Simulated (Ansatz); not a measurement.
The system is CoO.

```
Co O
1.0
     1.50547    0.86918    2.43993
    -1.50547    0.86918    2.43993
     0.00000   -1.73837    2.43993
Co O
1 1
Direct
  0.00000 0.00000 0.00000
  0.50000 0.50000 0.50000
```

The cell is a database's computed one.

Base run:

* Program: Ansatz 0.2.0
* Functional: LDA
* Potentials or basis: Ansatz PAW
* Cutoff: 420 eV (not typed: the program's choice for these potentials)
* k mesh: 11 × 11 × 11
* Occupations: fermi-dirac, width 0.05 eV
* Spin: collinear spin, ferromagnetic start
* Starting moments: [2.0, 0.0] μB

Its results: band gap on the k mesh none (metal or under the smearing width); pressure -17.8 GPa; net moment 2.85 μB per cell; site moments Co +2.40; O +0.33 μB.

Problem. The run is repeated on the same cell with these changes: functional from LDA to PBEsol. What comes out?

Solution. Band gap on the k mesh none (metal or under the smearing width); pressure -9.1 GPa; net moment 2.94 μB per cell; site moments Co +2.49; O +0.34 μB.

PBEsol binds less tightly than LDA, so the same cell stands under more pressure.

Caveats: a cell with one magnetic atom can't hold antiferromagnetic order, which such compounds often take; semilocal functionals often make such compounds metallic where correlation or magnetic order opens a gap, which also shifts bond lengths; the PAW data sets come from PBE, with cores solved anew for the run's functional, which leaves a small shift of forces and pressure; so large a pressure means that the cell lies far from this level's equilibrium, or that cutoff or potentials fall short (some runs).
